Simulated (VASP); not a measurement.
# KCl (Fm-3m) in VASP: further runs

Runs on KCl. Level: PBEsol. Tasks: single point, relaxation of cell and atoms.

All numbers are computed with VASP 6.6.1; they aren't measurements. Logs are shortened: lines on timing, memory, paths and dates and some standing lists are left out, and cuts for length are marked.

**The experiment to reproduce.**

From a printed reference work, monograph, for a bulk crystal of KCl: band gap 8.68 eV.

How close the calculation comes is told below.

**1. The cell of the first run**

The structure is cubic, space group Fm-3m (No. 225). Conventional cell: a = 6.243 Å, b = 6.243 Å, c = 6.243 Å, α = 90.00°, β = 90.00°, γ = 90.00°. K (site symmetry m-3m) has 6 Cl at 3.12 Å within 4.1 Å. Within 4.1 Å of Cl (site symmetry m-3m) lie 6 K at 3.12 Å.

**2. Single point, PBEsol**

INCAR reads:

```
PREC = Accurate
ENCUT = 500
EDIFF = 1E-6
ISMEAR = 0
SIGMA = 0.01
LREAL = False
LASPH = True
NELM = 120
ALGO = Normal
ISIF = 2
LWAVE = False
LCHARG = False
GGA = PS
NBANDS = 15
GGA_COMPAT = False
```

KPOINTS reads:

```
Automatic mesh
0
Gamma
  6 6 6
```

POSCAR reads:

```
KCl
1.0
    0.0000000000      3.1212528412      3.1212528412
    3.1212528412      0.0000000000      3.1212528412
    3.1212528412      3.1212528412      0.0000000000
K Cl
1 1
Direct
    0.0000000000      0.0000000000      0.0000000000
    0.5000000000      0.5000000000      0.5000000000
```

Potentials or basis: VASP PAW PBE potentials, release 64 (K_sv, Cl).

Command:

```sh
> cat potpaw_PBE.64/K_sv/POTCAR potpaw_PBE.64/Cl/POTCAR > POTCAR
> mpirun -np 1 vasp_std > vasp.out
```

OUTCAR:

```text
PREC = Accurate
   ENCUT = 500
   EDIFF = 1E-6
   ISMEAR = 0
   LREAL = False
   LASPH = True
   NELM = 120
   ISIF = 2
   GGA = PS

 ion  position               nearest neighbor table
   1  0.000  0.000  0.000-   2 3.12   2 3.12   2 3.12   2 3.12   2 3.12   2 3.12
   2  0.500  0.500  0.500-   1 3.12   1 3.12   1 3.12   1 3.12   1 3.12   1 3.12

  LATTYP: Found a face centered cubic cell.
 ALAT       =     6.2425056824

  Lattice vectors:

 A1 = (   0.0000000000,   3.1212528412,   3.1212528412)
 A2 = (   3.1212528412,   0.0000000000,   3.1212528412)
 A3 = (   3.1212528412,   3.1212528412,   0.0000000000)

Analysis of symmetry for initial positions (statically):
=====================================================================
 Subroutine PRICEL returns:
 Original cell was already a primitive cell.

 Routine SETGRP: Setting up the symmetry group for a
 face centered cubic supercell.

 Subroutine GETGRP returns: Found 48 space group operations
 (whereof 48 operations were pure point group operations)
 out of a pool of 48 trial point group operations.

The static configuration has the point symmetry O_h .

Analysis of symmetry for dynamics (positions and initial velocities):
=====================================================================
 Subroutine PRICEL returns:
 Original cell was already a primitive cell.

 Routine SETGRP: Setting up the symmetry group for a
 face centered cubic supercell.

 Subroutine GETGRP returns: Found 48 space group operations
 (whereof 48 operations were pure point group operations)
 out of a pool of 48 trial point group operations.

The dynamic configuration has the point symmetry O_h .

 Subroutine INISYM returns: Found 48 space group operations
 (whereof 48 operations are pure point group operations),
 and found     1 'primitive' translations

----------------------------------------------------------------------------------------

                                     Primitive cell

  volume of cell :      60.8159

  direct lattice vectors                    reciprocal lattice vectors
     0.000000000  3.121252841  3.121252841    -0.160192085  0.160192085  0.160192085
     3.121252841  0.000000000  3.121252841     0.160192085 -0.160192085  0.160192085
     3.121252841  3.121252841  0.000000000     0.160192085  0.160192085 -0.160192085

  length of vectors
     4.414118100  4.414118100  4.414118100     0.277460830  0.277460830  0.277460830

  position of ions in fractional coordinates (direct lattice)
     0.000000000  0.000000000  0.000000000
     0.500000000  0.500000000  0.500000000

  ion indices of the primitive-cell ions
   primitive index   ion index
                 1           1
                 2           2

----------------------------------------------------------------------------------------

 KPOINTS: Automatic mesh

Automatic generation of k-mesh.
 Grid dimensions read from file:
 generate k-points for:    6    6    6

 Generating k-lattice:

  Cartesian coordinates                     Fractional coordinates (reciprocal lattice)
    -0.026698681  0.026698681  0.026698681     0.166666667  0.000000000  0.000000000
     0.026698681 -0.026698681  0.026698681     0.000000000  0.166666667  0.000000000
     0.026698681  0.026698681 -0.026698681     0.000000000  0.000000000  0.166666667

  Length of vectors
     0.046243472  0.046243472  0.046243472

  Shift w.r.t. Gamma in fractional coordinates (k-lattice)
     0.000000000  0.000000000  0.000000000

 Subroutine IBZKPT returns following result:
 ===========================================

 Found     16 irreducible k-points:

 Following reciprocal coordinates:
            Coordinates               Weight
  0.000000  0.000000  0.000000      1.000000
  0.166667  0.000000  0.000000      8.000000
  0.333333  0.000000  0.000000      8.000000
  0.500000  0.000000  0.000000      4.000000
  0.166667  0.166667  0.000000      6.000000
  0.333333  0.166667  0.000000     24.000000
[... 8 lines left out ...]
 -0.333333  0.333333  0.166667     24.000000
 -0.333333  0.500000  0.166667     12.000000
   k-points           NKPTS =     16   k-points in BZ     NKDIM =     16   number of bands    NBANDS=     15
   number of dos      NEDOS =    301   number of ions     NIONS =      2
   total plane-waves  NPLWV =  32768
   dimension x,y,z NGX =    32 NGY =   32 NGZ =   32
   dimension x,y,z NGXF=    64 NGYF=   64 NGZF=   64
   ions per type =               1   1
   NGX,Y,Z   is equivalent  to a cutoff of  12.05, 12.05, 12.05 a.u.
   NGXF,Y,Z  is equivalent  to a cutoff of  24.10, 24.10, 24.10 a.u.
 SYSTEM =  unknown system
   PREC   = accura    normal or accurate (medium, high low for compatibility)
   ISTART =      0    job   : 0-new  1-cont  2-samecut
   ICHARG =      2    charge: 1-file 2-atom 10-const
   ISPIN  =      1    spin polarized calculation?
   LNONCOLLINEAR =      F non collinear calculations
   LSORBIT =      F    spin-orbit coupling
   LASPH  =      T    aspherical Exc in radial PAW
   ENCUT  =  500.0 eV  36.75 Ry    6.06 a.u.   8.05  8.05  8.05*2*pi/ulx,y,z
   NELM   =    120;   NELMIN=  2; NELMDL= -5     # of ELM steps
   EDIFF  = 0.1E-05   stopping-criterion for ELM
   LREAL  =      F    real-space projection
   EDIFFG = 0.1E-04   stopping-criterion for IOM
   NSW    =      0    number of steps for IOM
   IBRION =     -1    ionic relax: 0-MD 1-quasi-New 2-CG
   NFREE  =      0    steps in history (QN), initial steepest desc. (CG)
   ISIF   =      2    stress and relaxation
   ISYM   =      2    0-nonsym 1-usesym 2-fastsym
   POTIM  = 0.5000    time-step for ionic-motion
   TEBEG  =    0.0;   TEEND  =   0.0 temperature during run
   PSTRESS=    0.0 pullay stress
   NELECT =      16.0000    total number of electrons
   NUPDOWN=      -1.0000    fix difference up-down
   EMIN   =  10.00;   EMAX   =-10.00  energy-range for DOS
   EFERMI =   0.00;   METHOD = LEGACY
   ISMEAR =     0;   SIGMA  =   0.01  broadening in eV -4-tet -1-fermi 0-gaus
   EFERMI_NEDOS =   21; number of points for ismear=-14 and -15
   IALGO  =     38    algorithm
   IMIX   =      4    mixing-type and parameters
     AMIX     =   0.40;   BMIX     =  1.00
     AMIX_MAG =   1.60;   BMIX_MAG =  1.00
  volume/ion in A,a.u.               =      30.41       205.20
  Fermi-wavevector in a.u.,A,eV,Ry     =   1.049001  1.982324 14.971891  1.100403
  Thomas-Fermi vector in A             =   2.183946
   LORBIT       =      0    0 simple, 1 ext, 2 COOP (PROOUT), +10 PAW based schemes
   GGA     = PS    functional components
   LHFCALC =     F    Hartree Fock is set to
   AEXX    =    0.0000 exact exchange contribution
   IVDW    =     0    specifies the selected vdW correction
   LEPSILON=     F    determine dielectric tensor
   LRPA    =     F    only Hartree local field effects (RPA)
 non-spin polarized calculation
 Gauss-broadening in eV      SIGMA  =   0.01
  energy-cutoff  :      500.00
  volume of cell :       60.82
 maximum number of plane-waves:      1572
   NGX = 17   NGY = 17   NGZ = 17

 number of electron      15.9999999 magnetization

 Free energy of the ion-electron system (eV)
  ---------------------------------------------------
  ext. energy  EPLUGINS =         0.00000000
  ---------------------------------------------------
  free energy    TOTEN  =        -7.02305455 eV

  energy without entropy =       -7.02305455  energy(sigma->0) =       -7.02305455

 E-fermi :  -1.7138     XC(G=0):  -7.8252

 val. band max:       -1.8089700866   @ k =   0.0000   0.0000   0.0000
 cond. band min:       3.2904028764   @ k =   0.0000   0.0000   0.0000
 fundamental gap:      5.0993729630
 Fermi energy:        -1.7137585962

 k-point     1 :       0.0000    0.0000    0.0000
  band No.  band energies     occupation
      1     -28.7958      2.00000
      2     -13.9288      2.00000
      3     -12.3227      2.00000
      4     -12.3227      2.00000
      5     -12.3227      2.00000
      6      -1.8090      2.00000
      7      -1.8090      2.00000
      8      -1.8090      2.00000
      9       3.2904      0.00000
     10       6.4936      0.00000
     11       6.4936      0.00000
     12       6.4936      0.00000
     13       7.3943      0.00000
     14       7.3943      0.00000
     15      11.0179      0.00000

 k-point     2 :       0.1667    0.0000    0.0000
  band No.  band energies     occupation
      1     -28.7927      2.00000
      2     -13.9819      2.00000
      3     -12.3254      2.00000
      4     -12.3254      2.00000
      5     -12.2552      2.00000
      6      -2.1487      2.00000
      7      -1.9028      2.00000
      8      -1.9028      2.00000
      9       3.9478      0.00000
     10       6.3086      0.00000
     11       6.8497      0.00000
     12       6.8497      0.00000
     13       7.7853      0.00000
     14       7.7853      0.00000
     15      12.0065      0.00000

 k-point     3 :       0.3333    0.0000    0.0000
  band No.  band energies     occupation
      1     -28.7864      2.00000
      2     -14.0775      2.00000
      3     -12.3305      2.00000
      4     -12.3305      2.00000
      5     -12.1296      2.00000
      6      -2.7017      2.00000
      7      -2.0795      2.00000
      8      -2.0795      2.00000
      9       5.1777      0.00000
     10       6.3953      0.00000
     11       7.8190      0.00000
     12       7.8190      0.00000
     13       8.7712      0.00000
     14       8.7712      0.00000
     15      11.1369      0.00000
[... 199 lines left out ...]
 k-point    15 :      -0.3333    0.3333    0.1667
  band No.  band energies     occupation
      1     -28.7804      2.00000
      2     -13.9765      2.00000
      3     -12.4107      2.00000
      4     -12.3901      2.00000
      5     -12.2040      2.00000
      6      -2.5700      2.00000
      7      -2.2747      2.00000
      8      -2.1894      2.00000
      9       6.0525      0.00000
     10       6.3056      0.00000
     11       7.9552      0.00000
     12       8.2203      0.00000
     13       9.4460      0.00000
     14      10.0534      0.00000
     15      10.1354      0.00000

 k-point    16 :      -0.3333    0.5000    0.1667
  band No.  band energies     occupation
      1     -28.7795      2.00000
      2     -13.8969      2.00000
      3     -12.4609      2.00000
      4     -12.4112      2.00000
      5     -12.2672      2.00000
      6      -2.4123      2.00000
      7      -2.2629      2.00000
      8      -2.1875      2.00000
      9       5.3214      0.00000
     10       7.0580      0.00000
     11       7.2743      0.00000
     12       8.3853      0.00000
     13       9.1684      0.00000
     14       9.9896      0.00000
     15      10.5620      0.00000

------------------------ aborting loop because EDIFF is reached ----------------------------------------

  FORCE on cell =-STRESS in cart. coord.  units (eV):
  Direction    XX          YY          ZZ          XY          YZ          ZX
  --------------------------------------------------------------------------------------
  -------------------------------------------------------------------------------------
  Total        0.0176128      0.0176128      0.0176128      0.0000000      0.0000000     -0.0000000
  in kB        0.4640035      0.4640035      0.4640035      0.0000000      0.0000000     -0.0000000
  external PRESSURE =       0.4640035 kB  Pullay stress =       0.0000000 kB

 VOLUME and BASIS-vectors are now :
 -----------------------------------------------------------------------------
  energy-cutoff  :      500.00
  volume of cell :       60.82
      direct lattice vectors                 reciprocal lattice vectors
     0.000000000  3.121252841  3.121252841    -0.160192085  0.160192085  0.160192085
     3.121252841  0.000000000  3.121252841     0.160192085 -0.160192085  0.160192085
     3.121252841  3.121252841  0.000000000     0.160192085  0.160192085 -0.160192085

 POSITION                                       TOTAL-FORCE (eV/Angst)
 -----------------------------------------------------------------------------------
      0.00000      0.00000      0.00000        -0.000000      0.000000      0.000000
      3.12125      3.12125      3.12125         0.000000     -0.000000      0.000000
 -----------------------------------------------------------------------------------
    total drift:                                0.000000     -0.000000     -0.000000

  FREE ENERGIE OF THE ION-ELECTRON SYSTEM (eV)
  ---------------------------------------------------
  free  energy   TOTEN  =        -7.0230545494 eV

  energy  without entropy=       -7.0230545494  energy(sigma->0) =       -7.02305455
```

Wall time 9.4 s (1 thread of Intel Xeon 8259CL, shared host); peak memory 0.17 GiB.

What came out:

```yaml
Free_energy: -7.0231 eV
Pressure: 0.0 GPa
Band_gap_on_the_k_mesh: 5.10 eV
```

Caveat: the PAW data sets were made with another functional, which shifts forces and pressure a little.

**3. Relaxation of cell and atoms, PBEsol**

This run uses another cell than the first one, of 31.15 Å³/atom.

INCAR reads:

```
  PREC = Accurate
  ENCUT = 500
  EDIFF = 1E-7
  ISMEAR = 0
  SIGMA = 0.01
  LREAL = F
  LASPH = T
  NELM = 120
  ALGO = Normal
  ISIF = 3
  LWAVE = F
  LCHARG = F
  GGA = PS
  IBRION = 2
  NSW = 60
  EDIFFG = -0.01
  GGA_COMPAT = F
  NELMIN = 4
```

KPOINTS reads:

```
regular mesh
0
Gamma
  6 6 6
```

POSCAR reads:

```
KCl
1.0
    0.0000000000      3.1464700000      3.1464700000
    3.1464700000      0.0000000000      3.1464700000
    3.1464700000      3.1464700000      0.0000000000
K Cl
1 1
Direct
    0.0000000000      0.0000000000      0.0000000000
    0.5000000000      0.5000000000      0.5000000000
```

Potentials or basis: VASP PAW PBE potentials, release 64 (K_sv, Cl).

Command:

```sh
> cat potpaw_PBE.64/K_sv/POTCAR potpaw_PBE.64/Cl/POTCAR > POTCAR
> mpirun -np 1 vasp_std > vasp.out
```

Run time: 23 s. Hardware: 1 thread of Intel Xeon 8259CL, shared host; peak memory 0.18 GiB.

It converged, with:

| Property | Result |
| --- | --- |
| Free energy | -7.0236 eV |
| Relaxed volume | 30.54 Å³/atom |
| Relaxed cell | a = 4.421 Å, b = 4.421 Å, c = 4.421 Å, α = 60.00°, β = 60.00°, γ = 60.00° |
| Space group after relaxing (to 0.1 Å) | Fm-3m (No. 225) |
| Energy gained by relaxing | 0.8 meV/atom |
| Ionic steps | 3 |
| Pressure after relaxing | 0.0 GPa |
| Band gap on the k mesh | 5.09 eV |

Step by step:
```tsv
step	energy change (eV)	largest force (eV/Å)	pressure (GPa)	volume (Å³)
1	0.0000	0.0000	-0.38	62.30
2	-0.0012	0.0000	-0.20	61.65
3	-0.0016	0.0000	-0.03	61.08
```

Final structure:
```yaml
crystal:
  lattice:
    - [0.00000, 3.12583, 3.12583]
    - [3.12583, 0.00000, 3.12583]
    - [3.12583, 3.12583, 0.00000]
  atoms:
    - { symbol: K, position: [0.00000, 0.00000, 0.00000] }
    - { symbol: Cl, position: [0.50000, 0.50000, 0.50000] }
```

Levels at points of the mesh, in eV from the valence-band top:
| k point | band 6 | band 7 | band 8 | band 9 | band 10 | band 11 |
| --- | --- | --- | --- | --- | --- | --- |
| (0.00, 0.00, 0.00) | 0.00 | 0.00 | 0.00 | 5.09 | 8.30 | 8.30 |
| (0.50, 0.00, 0.00) | -1.12 | -0.35 | -0.35 | 7.48 | 8.56 | 10.54 |
| (0.50, 0.50, 0.00) | -0.69 | -0.23 | -0.23 | 6.38 | 8.31 | 10.02 |

Caveat: the PAW data sets were made with another functional, which shifts forces and pressure a little.

**4. Against experiment**

Step 2. Measured gap of KCl: 8.68 eV (a printed reference work, monograph). This calculation gives 5.10 eV (-3.58 eV). The value is that of PBEsol, without temperature or zero-point motion. Semilocal functionals fall short of measured gaps as a rule.
